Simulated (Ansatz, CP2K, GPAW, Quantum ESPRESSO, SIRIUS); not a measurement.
# One calculation of Si3N4, 6 ways

```
CELL_PARAMETERS angstrom
4.13078 0.00000 0.00000
0.00000 4.13078 0.00000
0.00000 0.00000 4.13078
ATOMIC_POSITIONS crystal
Si 0.00000 0.00000 0.50000
Si 0.50000 0.00000 0.00000
Si 0.00000 0.50000 0.00000
N 0.23952 0.23952 0.76048
N 0.76048 0.76048 0.76048
N 0.23952 0.76048 0.23952
N 0.76048 0.23952 0.23952
```

Measurements of this composition are mostly on another form, of space group No. 176.

Alike in all runs: task single point; functional PBE; k mesh 7 × 7 × 7; occupations fermi-dirac, width 0.05 eV; no spin polarisation; no spin-orbit coupling. Pressure is positive in compression and, in plane waves, holds the error of the finite cutoff, which Ansatz's Pulay term estimates and takes out.

```csv
program and potentials,plane-wave cutoff (eV),notes,pressure (GPa),largest force (eV/Å)
"Ansatz, Ansatz PAW",420,Pulay term of +0.49 GPa included,0.02,0.000
"Quantum ESPRESSO, SSSP 1.3 efficiency PBE",816,-,-0.08,0.006
"GPAW, GPAW PAW data sets (gpaw-data 1.2.1)",800,-,1.69,0.132
"Ansatz, all-electron LAPW, scalar-relativistic",-,-,0.04,0.006
"SIRIUS, PseudoDojo 0.4.1 PBE standard (scalar relativistic)",1152,-,-0.10,0.049
"CP2K, POTENTIAL_UZH Si GTH-PBE-q4, N GTH-PBE-q5; TZVP-MOLOPT-PBE-GTH basis",-,atomic basis,-0.53,0.098
```

Force on atom 4 (N), eV/Å:

```json
{"program and potentials": "GPAW, GPAW PAW data sets (gpaw-data 1.2.1)", "x": "0.076", "y": "0.076", "z": "-0.076"}
{"program and potentials": "SIRIUS, PseudoDojo 0.4.1 PBE standard (scalar relativistic)", "x": "-0.028", "y": "-0.028", "z": "0.028"}
{"program and potentials": "CP2K, POTENTIAL_UZH Si GTH-PBE-q4, N GTH-PBE-q5; TZVP-MOLOPT-PBE-GTH basis", "x": "0.056", "y": "0.056", "z": "-0.056"}
```

The pressure spans -0.53 (CP2K, POTENTIAL_UZH Si GTH-PBE-q4, N GTH-PBE-q5; TZVP-MOLOPT-PBE-GTH basis) to 1.69 GPa (GPAW, GPAW PAW data sets (gpaw-data 1.2.1)), with all-electron results at 0.04. The pressure on the cell as given of GPAW, GPAW PAW data sets (gpaw-data 1.2.1) lies far from the others; the cause wasn't traced. Rows in atomic bases carry the error of their basis and grid, which can be large.

Differences between rows come from potentials, basis sets and numerical settings, since the functional is the same but for its coding. Runs on potential files found faulty are left out.
